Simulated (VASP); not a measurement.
# InSb (F-43m) under biaxial strain in the (001) plane, part 2 of 2

Strain engineering needs slopes: what does biaxial strain in the (001) plane do to the lattice and the band edges of InSb?

VASP 6.6.1, plane waves and PAW; the level of theory is named at each step.

So far: The starting structure; Relax the crystal, PBEsol; Strain along the normal, PBEsol; Band edges, TB-mBJ with spin-orbit coupling.

## (5) Band edges, r2SCAN with spin-orbit coupling

Short lines in KPOINTS_OPT sample the zone centre along and across the normal of the plane, for masses, and the other valleys.

Level: r2SCAN, spin-orbit coupling; plane waves and PAW (In_d, Sb); cell typed or built by script.

INCAR reads:

```
SYSTEM = InSb
PREC = Accurate
ENCUT = 450
EDIFF = 1E-06
NELM = 100
ISMEAR = 0
SIGMA = 0.02
LREAL = .FALSE.
ALGO = Normal
METAGGA = R2SCAN
LASPH = .TRUE.
LNONCOLLINEAR = .TRUE.
MAGMOM = 0 0 0 0 0 0
NBANDS = 28
GGA_COMPAT = .FALSE.
LSORBIT = .TRUE.
LWAVE = .FALSE.
LCHARG = .FALSE.
KPAR = 2
```

POSCAR reads:

```
InSb
1.0
    0.0000000000      3.2445815630      3.2787344900
    3.2445815630      0.0000000000      3.2787344900
    3.2445815630      3.2445815630      0.0000000000
In Sb
1 1
Direct
    0.0000000000      0.0000000000      0.0000000000
    0.2500000000      0.2500000000      0.2500000000
```

KPOINTS reads:

```
Automatic mesh
0
Gamma
6 6 6
0 0 0
```

KPOINTS_OPT reads:

```
Line mode
6
Line-mode
Reciprocal
  0.00000000   0.00000000   0.00000000
  0.02609134   0.02609134   0.00000000

  0.00000000   0.00000000   0.00000000
 -0.00000000  -0.02581956  -0.02581956

  0.31000000   0.31000000   0.00000000
  0.50000000   0.50000000   0.00000000

  0.00000000   0.31000000   0.31000000
  0.00000000   0.50000000   0.50000000

  0.45000000   0.45000000   0.45000000
  0.50000000   0.50000000   0.50000000

  0.45000000   0.00000000   0.00000000
  0.50000000   0.00000000   0.00000000

  0.42500000   0.42500000   0.00000000
  0.42500000   0.45081956   0.02581956

  0.50000000   0.50000000   0.50000000
  0.48174281   0.51825719   0.50000000
```

Potentials, in the order of the species: In_d and Sb (PBE family, release 64).

On the command line:

```console
$ mpirun -np 2 vasp_ncl
```

The log of the run:

```text
[... set-up lines as in an earlier step ...]
 entering main loop
       N       E                     dE             d eps       ncg     rms          rms(c)
DAV:   1     0.999140777415E+02    0.99914E+02   -0.72268E+03  2296   0.120E+03
DAV:   2    -0.383975196394E+02   -0.13831E+03   -0.13405E+03  2364   0.326E+02
DAV:   3    -0.513916528448E+02   -0.12994E+02   -0.12821E+02  2888   0.118E+02
DAV:   4    -0.519015436788E+02   -0.50989E+00   -0.50881E+00  2756   0.259E+01
[...]
DAV:  12    -0.488380527744E+02   -0.10404E-04   -0.21733E-05  2608   0.502E-02    0.166E-02
DAV:  13    -0.488380538465E+02   -0.10720E-05   -0.47703E-06  2080   0.248E-02    0.638E-03
DAV:  14    -0.488380536993E+02    0.14723E-06   -0.85267E-07  1828   0.180E-02
   1 F= -.48838054E+02 E0= -.48838030E+02  d E =-.481506E-04  mag=     0.0000    -0.0000    -0.0000
 Start KPOINTS_OPT (optional k-point list driver)
k-point batch [1-41\48]
       N       E                     dE             ncg
DAV:   1     0.219028345218E+04   -0.10229E+05     2296
DAV:   2    -0.340251402186E+04   -0.55928E+04     2372
DAV:   3    -0.395722298195E+04   -0.55471E+03     2876
DAV:   4    -0.397973629216E+04   -0.22513E+02     2764
DAV:   5    -0.398113117361E+04   -0.13949E+01     3840
DAV:   6    -0.398114587397E+04   -0.14700E-01     2924
DAV:   7    -0.398114680488E+04   -0.93091E-03     3796
DAV:   8    -0.398114682146E+04   -0.16573E-04     2716
DAV:   9    -0.398114682205E+04   -0.59504E-06     1780
k-point batch [42-48\48]
       N       E                     dE             ncg
DAV:   1     0.129714585864E+05   -0.26057E+04      392
DAV:   2     0.120363337040E+05   -0.93512E+03      396
DAV:   3     0.119489929726E+05   -0.87341E+02      476
DAV:   4     0.119456155273E+05   -0.33774E+01      448
DAV:   5     0.119453672343E+05   -0.24829E+00      688
DAV:   6     0.119453649761E+05   -0.22581E-02      476
DAV:   7     0.119453648276E+05   -0.14852E-03      680
DAV:   8     0.119453648254E+05   -0.22202E-05      428
DAV:   9     0.119453648253E+05   -0.83304E-07      296
```

It took 3.4 min on 2 MPI ranks of Intel Xeon 6975P-C (Granite Rapids), shared host; peak memory 0.82 GiB.

Parts of OUTCAR (step 5):

```text
  Total        0.4995376      0.4995376      0.3796516      0.0000000      0.0000000      0.0000000
  in kB       11.5937814     11.5937814      8.8113455      0.0000000      0.0000000      0.0000000
  external PRESSURE =      10.6663028 kB  Pullay stress =       0.0000000 kB

 POSITION                                       TOTAL-FORCE (eV/Angst)
 -----------------------------------------------------------------------------------
      0.00000      0.00000      0.00000        -0.000000     -0.000000     -0.000000
      1.62229      1.62229      1.63937         0.000000      0.000000      0.000000
 -----------------------------------------------------------------------------------
    total drift:                               -0.000000     -0.000000     -0.000001

  FREE ENERGIE OF THE ION-ELECTRON SYSTEM (eV)
  ---------------------------------------------------
  free  energy   TOTEN  =       -48.8380536993 eV

  energy  without entropy=      -48.8380055487  energy(sigma->0) =      -48.83802962

[... 2 parts as in an earlier step ...]

[... 1 further part left out ...]
[key lines of the parts left out:]
E-fermi :   4.9989
```

This run gave:

| Property | Result |
| --- | --- |
| energy(sigma→0) of the program | -48.8380 eV |
| stress, compression positive | xx, yy, zz 1.16, 1.16, 0.88 GPa |

The run ends at a pressure of 1.07 GPa.

## (6) The table

The other members went through these steps as far as the tables show, with the same cutoff and, step by step, the same mesh; 37 runs are not shown. The session took 1.7 core hours (wall time by ranks) on a shared machine.

| in-plane strain (%) | strain along the normal (%) | in-plane stress, tension positive (GPa) | energy above the unstrained row (meV/atom) |
| --- | --- | --- | --- |
| -2.000 | 2.178 | -1.237 | 5.206 |
| -1.500 | 1.630 | -0.911 | 2.871 |
| -1.000 | 1.082 | -0.597 | 1.248 |
| -0.500 | 0.547 | -0.286 | 0.296 |
| 0 | 0.000 | 0.004 | 0.000 |
| 0.500 | -0.591 | 0.265 | 0.263 |
| 1.000 | -1.143 | 0.543 | 1.121 |
| 1.500 | -1.697 | 0.813 | 2.582 |
| 2.000 | -2.255 | 1.074 | 4.618 |

Slopes at zero strain, from cubics through all rows: strain ratio -1.118, stress over strain 56 GPa. For a cubic crystal strained in (001) the ratio is −2C₁₂/C₁₁.

Band edges at TB-mBJ with spin-orbit coupling, counted from the valence-band top at Γ, spin-orbit pairs averaged, with one row partly withheld:

| in-plane strain (%) | gap (eV) | conduction band at Γ (eV) | Δ or X valley along z (eV) | Δ or X valley along x (eV) | lowest conduction level at L, [111] (eV) | lowest conduction level at L, [-111] (eV) | second valence level below the top (eV) | third valence level below the top (eV) |
| --- | --- | --- | --- | --- | --- | --- | --- | --- |
| -2.000 | 0.191 | 0.191 | 1.575 | 1.272 | 0.746 | 0.746 | 0.134 | 0.791 |
| -1.500 | 0.189 | 0.189 | 1.550 | 1.323 | 0.767 | 0.767 | 0.102 | 0.761 |
| -1.000 | ? | ? | 1.524 | 1.373 | 0.785 | 0.785 | 0.069 | 0.735 |
| -0.500 | 0.178 | 0.178 | 1.498 | 1.422 | 0.800 | 0.800 | 0.035 | 0.713 |
| 0 | 0.170 | 0.170 | 1.471 | 1.471 | 0.811 | 0.811 | 0.000 | 0.692 |
| 0.500 | 0.128 | 0.128 | 1.405 | 1.484 | 0.785 | 0.785 | 0.037 | 0.711 |
| 1.000 | 0.082 | 0.082 | 1.341 | 1.496 | 0.756 | 0.756 | 0.072 | 0.730 |

## (7) Fit and prediction

The quantity to fit is the conduction level at Γ above the mean of the three top valence levels at TB-mBJ with spin-orbit coupling: 0.500, 0.477, 0.427, 0.401, 0.377, 0.349 eV in the rows shown.

A least-squares parabola through the 6 rows shown, with e the strain in %: E = − 0.001018 e² − 0.05110 e + 0.4017 (eV), r.m.s. residual 5.7e-4 eV.

For the withheld row, e = -1, the fit gives 0.4518 eV.

## (8) Checking the prediction

The calculation gives 0.4528 eV, so the prediction is 0.0010 eV too low, within twice the residual of the fit.

## (9) Summary of results

```yaml
ratio_of_normal_to_in_plane_strain: -1.118
biaxial_modulus: 56 GPa
gap_of_the_unstrained_cell_tb_mbj_with_spin_orbit_coupling: 0.17 eV
slope_at_zero_strain_of_the_conduction_level_at_gamma_above_the_mean_of_the_three_top_valence_levels_tb_mbj_with_spin_orbit_coupling: -51 meV per %
error_of_the_predicted_row: -1.0 meV
```

What this shows: As a check, the curvature of the energy gives 55 GPa for the same modulus (energy per volume = M × strain²), 2 % from the slope of the stress. At TB-mBJ with spin-orbit coupling the lowest conduction valley is Γ throughout, and the gap runs between 0.08 and 0.19 eV. At TB-mBJ with spin-orbit coupling the gap falls under 0.05 eV in some or all rows, where bands may have changed order, so 2 rows at and beyond those points are left out of its table. At r2SCAN with spin-orbit coupling the gap falls under 0.05 eV in some or all rows, where bands may have changed order, so that level, though run, gets no table. The gap at PBEsol is under 0.05 eV in some or all rows and is left out; the elastic columns come from such cells and can be uneven. Hole masses are left out throughout, since the top bands are degenerate or cross in many series; of conduction masses, those of the Γ, L and (for Si and Ge under (001) strain) Δ valleys are kept where they change by under an eighth between rows. TB-mBJ is a potential fitted for gaps; it has no energy functional, so its total energies and forces mean nothing, and its bands tend to come out too narrow. Δ or X levels are the lowest on their line, refined by a parabola unless they lie at X; the gap is read from all points sampled and can differ from the lowest valley by some meV, or by tens of meV where strain moves the valence top off Γ. Temperature, zero-point motion and excitons are left out.

[Lines on the potential files, build, host, timing and source positions are cut from VASP's logs without a mark.]

[Logs are printed without paths, hosts, clocks, repeated set-up lines and the standing remarks that a program may print on its own settings, such as how far it seeks lower states.]

[Hosts, paths, dates, database ids (printed as entryN), source tags and the programs' standing remarks are cut or masked in the printed files.]

[In band tables of VASP the shares of atoms and orbitals are scaled to a sum of 1 inside the atoms' spheres.]
